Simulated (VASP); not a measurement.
Here is a VASP 6.6.1 calculation.

The input INCAR:

```
PREC     = Accurate       # precision mode
ENCUT    = 520            # plane-wave cutoff, eV
EDIFF    = 1E-6           # SCF threshold, eV
ISMEAR   = 0              # smearing method
SIGMA    = 0.02           # smearing width, eV
LREAL    = F              # projectors in reciprocal space
LASPH    = T              # aspherical terms in the spheres
NELM     = 100            # most SCF steps
ALGO     = Normal         # electronic algorithm
ISIF     = 2              # what is computed and relaxed
LWAVE    = F              # write WAVECAR
LCHARG   = F              # write CHGCAR
GGA      = PE             # functional
NBANDS   = 11             # bands
```

The input KPOINTS:

```
Automatic mesh
0
Gamma
  8 8 8
```

File POSCAR:

```
BeS
1.0
    0.0000000000      2.4379189249      2.4379189249
    2.4379189249      0.0000000000      2.4379189249
    2.4379189249      2.4379189249      0.0000000000
Be S
1 1
Direct
    0.0000000000      0.0000000000      0.0000000000
    0.2500000000      0.2500000000      0.2500000000
```

Potentials or basis: VASP PAW PBE potentials, release 64 (Be, S).

The run is started by

```sh
$ cat potpaw_PBE.64/Be/POTCAR potpaw_PBE.64/S/POTCAR > POTCAR
$ mpirun -np 1 vasp_std > vasp.out
```

Question: Predict the pressure.

Answer: 0.0 GPa.

Question: Estimate the band gap on the k mesh.

Answer: 3.15 eV, indirect (least direct gap 5.68 eV).

A k mesh can miss the band edges.
